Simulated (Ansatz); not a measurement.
## From the elastic tensor of Si at 5 GPa (stress–strain coefficients) to moduli and sound speeds

All numbers below come from DFT PBE, scalar-relativistic, plane waves, PAW (Ansatz). Settings: 420 eV plane-wave cutoff, Γ-centred 12×12×6 mesh, fixed occupations. No spin polarisation.

The structure is hexagonal, space group P6_3/mmc (No. 194). The conventional cell has a = 3.786 Å, b = 3.786 Å, c = 6.264 Å, α = 90.00°, β = 90.00°, γ = 120.00°. Si (site symmetry 3m) is surrounded by 4 Si at 2.32 to 2.34 Å.

Other phases may be more stable at this pressure. The bands were filled as in an insulator; under compression the gap may have closed between mesh points.

Relaxed-ion constants (GPa, on the Cartesian axes of the calculation):
```
204.4  68.0  51.7   0.0   0.0   0.0
 68.0 204.4  51.7   0.0   0.0   0.0
 51.7  51.7 233.4   0.0   0.0   0.0
  0.0   0.0   0.0  48.1   0.0   0.0
  0.0   0.0   0.0   0.0  48.1   0.0
  0.0   0.0   0.0   0.0   0.0  68.2
```

Density 2.399 g/cm³; 4 atoms in 77.75 Å³.

The values that follow are for a polycrystal of randomly turned grains, by Hill's mean where one number stands.

```
Bulk modulus, Voigt / Reuss / Hill          : 109.4 / 109.4 / 109.4 GPa
Shear modulus, Voigt / Reuss / Hill         : 64.3 / 60.8 / 62.6 GPa
Young's modulus                             : 158 GPa
Poisson ratio                               : 0.260
Pugh ratio B/G                              : 1.75
Universal anisotropy index                  : 0.28
Longitudinal and transverse sound speeds    : 8964 and 5106 m/s
Debye temperature from the mean sound speed : 628 K
```

This form isn't the element's structure at ambient conditions.

Cost: 1 run of about 3 core-minutes, on Intel Xeon Platinum 8259CL (Skylake/Cascade Lake) (shared hosts).

The tensor describes a tetrahedral covalent network whose anisotropy lies mainly in shear. Stiffness along c (233.4 GPa) exceeds that in the basal plane (204.4 GPa), since one bond of each atom lies along c and axial strain must stretch it directly. Shear that slides the puckered layers over one another is easier, at 48.1 GPa against 68.2 GPa within the plane, because it can be taken up largely by bending bond angles. Cubic diamond-type silicon shows the same pattern about its body diagonal, so it stems mostly from the shared layer motif rather than the hexagonal stacking. Under hydrostatic load the axes shrink almost equally, hence the coinciding Voigt and Reuss bulk moduli.

The Pugh ratio of 1.75 lies at the customary brittle–ductile divide but is no sign of ductility here: directional bonds resist dislocation motion, which the ratio doesn't measure. The tensor is positive definite, so the lattice withstands small homogeneous strains at this pressure; stability against phonons of finite wavevector remains untested.
